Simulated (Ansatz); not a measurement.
**ZnCu₂SnS₄, one structure, two calculations**

Cell: a refined structure from the COD whose atoms were relaxed with PBE, the cell held.

Space group I-4 (No. 82); a = 5.4342, c = 10.8496 Å.

```csv
site,Wyckoff,site symmetry,x,y,z
Zn,2d,-4..,0.5000,0.0000,0.2500
Cu2,2a,-4..,0.0000,0.0000,0.0000
Cu3,2c,-4..,0.0000,0.5000,0.2500
Sn,2b,-4..,0.0000,0.0000,0.5000
S,8g,1,0.7664,0.2409,0.1297
```

One atom of each set is listed; the run and its k-mesh use a cell of 8 atoms with edges of 6.65, 6.65, 6.65 Å.

First run. Computed with Ansatz: DFT, PBE, plane waves and PAW, scalar-relativistic, 420 eV cutoff, Γ-centred 7×7×7 k-points, Fermi–Dirac smearing 0.02 eV.

```tsv
site	V_zz (10²¹ V/m²)	η
Zn	-0.041	0.00
Cu2	1.41	0.00
Cu3	-0.59	0.00
Sn	-0.55	0.00
S	10.50	0.31
```

Second run. The same atoms and settings, except that the functional is r2SCAN and the cutoff is 500 eV.

Task: Given the first result, estimate the second.

Result: 

| site | V_zz | η | change of V_zz |
| --- | --- | --- | --- |
| Zn | -0.031 | 0.00 | +0.01 |
| Cu2 | 1.37 | 0.00 | -0.04 |
| Cu3 | -0.55 | 0.00 | +0.04 |
| Sn | -0.58 | 0.00 | -0.03 |
| S | 10.82 | 0.31 | +0.32 |

The largest change of V_zz is on S, from 10.50 to 10.82. In per cent, |V_zz| changes by +3 on S (all sites that start above 2). Isomer shifts (Sn against SnO₂, from the density at the nucleus and a line fitted to measured compounds for each functional; the lines scatter by about 0.1 mm/s, so smaller changes between functionals mean little): Sn 1.70 → 1.67 mm/s. The first run finds no gap above 0.1 eV, the second does.

Without spin–orbit coupling (the program notes it for Sn) the gradients can shift somewhat, as the gap is small.
For the first run: With no gap above 0.1 eV, as in a metal, the gradients converge slowly in k; expect changes of a tenth or more on a denser mesh. Semilocal functionals make gaps too small and can close them, so the real compound need not be a metal.
For the second run: With these PAW files V_zz is typically within 2 to 3 % of all-electron values, but misses above 10 % occur on Sn. With a gap of 0.4 eV on this mesh, small gradients can still move by 0.1 × 10²¹ V/m² or more as the k-mesh gets denser.
